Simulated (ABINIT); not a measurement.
Crystal: Ni.

```xyz
2
Lattice="2.4480 0.0000 0.0000 -1.2240 2.1201 0.0000 0.0000 0.0000 4.0728" Properties=species:S:1:pos:R:3 pbc="T T T"
Ni    1.2240    0.7067    3.0546
Ni    0.0000    1.4134    1.0182
```

This isn't the form of Ni at room conditions, which is fcc.

- Program: ABINIT 10.8.3 (patched build)
- Task: relaxation of cell and atoms
- Functional: PBEsol
- Potentials or basis: Ansatz PAW PBE default generated set, frozen core
- Cutoff: 419 eV
- k mesh: 9 × 9 × 5
- Occupations: fermi-dirac, width 0.05 eV
- Spin: collinear spin, ferromagnetic start
- Starting moments: [1.0, 1.0] μB

At the start: pressure -3.6 GPa; volume 10.57 Å³/atom.

Question: Where does the relaxation end?

Answer: Over 6 steps the energy falls by 2.3 meV/atom and the volume is 10.39 Å³/atom (-1.7 %); space group P6_3/mmc (No. 194, to 0.05 Å); moment 1.08 μB per cell.

Step by step:
| step | energy change (eV) | largest force (eV/Å) | pressure (GPa) | volume (Å³) |
| --- | --- | --- | --- | --- |
| 1 | 0.0000 | 0.0000 | -3.62 | 21.14 |
| 2 | -0.0038 | 0.0000 | -1.22 | 20.90 |
| 3 | -0.0045 | 0.0000 | 0.15 | 20.78 |
| 4 | -0.0046 | 0.0000 | 0.17 | 20.77 |
| 5 | -0.0047 | 0.0000 | 0.02 | 20.79 |
| 6 | -0.0047 | 0.0000 | 0.00 | 20.79 |

Final structure:
```
Ni
1.0
     2.44105    0.00000    0.00000
    -1.22052    2.11401    0.00000
     0.00000    0.00000    4.02852
Ni
2
Direct
  0.66667 0.33333 0.75000
  0.33333 0.66667 0.25000
```

Caveat: the PAW data sets were made with another functional, which shifts forces and pressure a little; the atomic spheres overlap.
